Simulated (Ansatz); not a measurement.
Data:

SrF2:
```cif
data_F2Sr
_chemical_formula_sum 'Sr1 F2'
_space_group_name_H-M_alt 'P 1'
_space_group_IT_number 1
_cell_length_a 4.07112
_cell_length_b 4.07112
_cell_length_c 4.07112
_cell_angle_alpha 60.000
_cell_angle_beta 60.000
_cell_angle_gamma 60.000
loop_
_space_group_symop_operation_xyz
  'x, y, z'
loop_
_atom_site_label
_atom_site_type_symbol
_atom_site_fract_x
_atom_site_fract_y
_atom_site_fract_z
_atom_site_occupancy
Sr1 Sr 0.00000 0.00000 0.00000 1
F1 F 0.25000 0.25000 0.25000 1
F2 F 0.75000 0.75000 0.75000 1
```

This is the PBEsol-relaxed structure.

Task: All from DFT-PBEsol in the program Ansatz with PAW potentials, unless another level is named. Estimate the highest zone-centre frequency (without LO–TO term).

Result: 283 cm^-1.

Task: Give the bulk modulus (Birch–Murnaghan fit).

Result: 729 kbar.

Space group Fm-3m (fluorite). Symmetry was held in the PBEsol relaxation; of distortions, only those at the zone centre were tested.

Potentials: the later of the program's two PAW sets.
